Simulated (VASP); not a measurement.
# HfB₂: convergence, relaxation of the cell

HfB₂, P1 (no. 1), 3 atoms in the cell. PBE, relaxation of the cell; PAW potentials Hf_pv, B (PBE set). VASP 6.6.1.

Wanted: cell lengths a, b, c within 0.2 %; volume within 0.4 %.

The series start from Relaxations run in a row: 2; Cutoff ENCUT (eV): 450; Force threshold EDIFFG (eV/Å): -0.01; Relaxation method: conjugate gradient, POTIM 0.5; Precision mode: Accurate. Each series keeps the choices made before it, and each single choice may use up half of a tolerance. Times cover all steps of a run.

## Relaxations run in a row

| Relaxations run in a row | Cell lengths a, b, c, largest deviation against the largest value | Volume (Å³/atom) | Time (s) |
|---|---|---|---|
| 1 | 0 % | 9.943 | 54 |
| 2 | 0 % | 9.943 | 60 |
| 3 (reference) | 0 % | 9.943 | 66 |

## Cutoff ENCUT (eV)

| Cutoff ENCUT (eV) | Cell lengths a, b, c, largest deviation against the largest value | Volume (Å³/atom) | Time (s) |
|---|---|---|---|
| 300 | 0.14 % | 9.902 | 32 |
| 350 | 0.017 % | 9.937 | 42 |
| 400 | 0.006 % | 9.943 | 46 |
| 450 | 0.0069 % | 9.943 | 54 |
| 500 | 0.002 % | 9.942 | 58 |
| 550 | 0.0014 % | 9.942 | 75 |
| 600 (reference) | 0 % | 9.942 | 98 |

## Force threshold EDIFFG (eV/Å)

| Force threshold EDIFFG (eV/Å) | Cell lengths a, b, c, largest deviation against the largest value | Volume (Å³/atom) | Time (s) |
|---|---|---|---|
| -0.05 | 0.076 % | 9.935 | 29 |
| -0.02 | 0.038 % | 9.948 | 34 |
| -0.01 | 0.014 % | 9.937 | 42 |
| -0.005 | 0.0072 % | 9.939 | 42 |
| -0.002 (reference) | 0 % | 9.941 | 47 |

## Relaxation method

| Relaxation method | Cell lengths a, b, c, largest deviation against the largest value | Volume (Å³/atom) | Time (s) |
|---|---|---|---|
| conjugate gradient, POTIM 0.5 | 0 % | 9.935 | 29 |
| conjugate gradient, POTIM 0.2 | 0.047 % | 9.923 | 33 |
| conjugate gradient, POTIM 1.0 | 0.091 % | 9.947 | 44 |
| quasi-Newton, POTIM 0.5 | 0.12 % | 9.94 | 24 |
| quasi-Newton, POTIM 0.5, at least 5 electronic steps | 0.12 % | 9.94 | 25 |
| velocity quench, POTIM 0.1 | 0.16 % | 9.967 | 56 |

## Precision mode

| Precision mode | Cell lengths a, b, c, largest deviation against the largest value | Volume (Å³/atom) | Time (s) |
|---|---|---|---|
| Accurate | 0 % | 9.935 | 29 |
| Normal | 0.0043 % | 9.935 | 18 |
| High | 0.00057 % | 9.935 | 28 |

## Question

The rows run from the loosest to the tightest (no order: relaxation method, precision mode). For each series: choose the loosest value from which every tighter one stays within half of the tolerance; where there is no order, keep the first row unless others stay within half of the tolerance and take at least 30 % less time, and then take the fastest.

## Answer

- Relaxations run in a row: 1
- Cutoff ENCUT (eV): 350
- Force threshold EDIFFG (eV/Å): -0.05
- Relaxation method: conjugate gradient, POTIM 0.5
- Precision mode: Normal

The choices weren't compared together with a run at all the tightest settings, so their joint error isn't shown.

## The input

INCAR.step1:
```
PREC     = Normal         # precision mode
ENCUT    = 350            # plane-wave cutoff, eV
EDIFF    = 1E-7           # SCF threshold, eV
ISMEAR   = 1              # smearing method
SIGMA    = 0.1            # smearing width, eV
LREAL    = F              # projectors in reciprocal space
LASPH    = T              # aspherical terms in the spheres
NELM     = 100            # most SCF steps
ALGO     = Normal         # electronic algorithm
LWAVE    = F              # write WAVECAR
LCHARG   = F              # write CHGCAR
IBRION   = 2              # ionic algorithm
NSW      = 60             # ionic steps
ISIF     = 3              # what is computed and relaxed
EDIFFG   = -0.05          # ionic threshold
POTIM    = 0.5            # step
KPAR     = 8             
```

INCAR.step2, as INCAR.step1 but for:
```
- IBRION = 2
- NSW = 60
- ISIF = 3
- EDIFFG = -0.05
- POTIM = 0.5
+ NSW = 0
+ ISIF = 2
```

KPOINTS:
```
k-points
0
Gamma
  10 10 8
```

POSCAR.step1:
```
HfB2
1.0
    3.2148610000     -0.0092500000     -0.0039670000
   -1.6154410000      2.8074010000      0.0190770000
   -0.0043970000      0.0218750000      3.5637760000
Hf B
1 2
Direct
    0.0096410000      0.0006660000     -0.0004980000
    0.6586520000      0.3350660000      0.5006560000
    0.3317070000      0.6642690000      0.4998420000
```

POSCAR.step2:
```
HfB2
1.0
    3.1419562661      0.0010337156      0.0006106639
   -1.5700756177      2.7173522950     -0.0031952802
    0.0007101695     -0.0038206166      3.4903630767
Hf B
1 2
Direct
    0.0003946751      0.9999421986      0.9999907174
    0.6667880403      0.3331987244      0.5001853780
    0.3328172846      0.6668600769      0.4998239046
```

Commands (each step's output is kept before the next begins):
```
cat potpaw_PBE.64/Hf_pv/POTCAR potpaw_PBE.64/B/POTCAR > POTCAR
cp INCAR.step1 INCAR
cp POSCAR.step1 POSCAR
mpirun -np 8 vasp_std > vasp.out
cp CONTCAR POSCAR
cp INCAR.step2 INCAR
cp POSCAR.step2 POSCAR
mpirun -np 8 vasp_std > vasp.out
```

Limits: the start was distorted on purpose (volume up by 6 %, random strain, atoms moved at random), so the space group given is the start's and not the crystal's.

The chosen input took VASP 6.6.1 18 s on 8 cores (Intel Xeon 6975P-C (Granite Rapids)), a shared host.

## An input that fails: cell kept fixed (ISIF = 2) though it was to relax

It runs to its end, but against the unchanged starting input it is off by 2.8 % in the cell lengths a, b, c, 7.6 % in the volume.

Changes against the starting input:
```
- ISIF = 3
+ ISIF = 2
(POSCAR.step3)
-    3.1410533291     -0.0000771077     -0.0000464441
-   -1.5705862892      2.7204801096      0.0002198605
-   -0.0000204476      0.0001418427      3.4907615711
+    3.2148610000     -0.0092500000     -0.0039670000
+   -1.6154410000      2.8074010000      0.0190770000
+   -0.0043970000      0.0218750000      3.5637760000
-    0.9999802345      0.9999988770      0.0000018294
-    0.6666638830      0.3333373492      0.5000552795
-    0.3333558826      0.6666647738      0.4999428910
+    0.9999923885      0.9999389615      0.9999809012
+    0.6668889153      0.3334821057      0.5001369972
+    0.3331186962      0.6665799328      0.4998821016
```
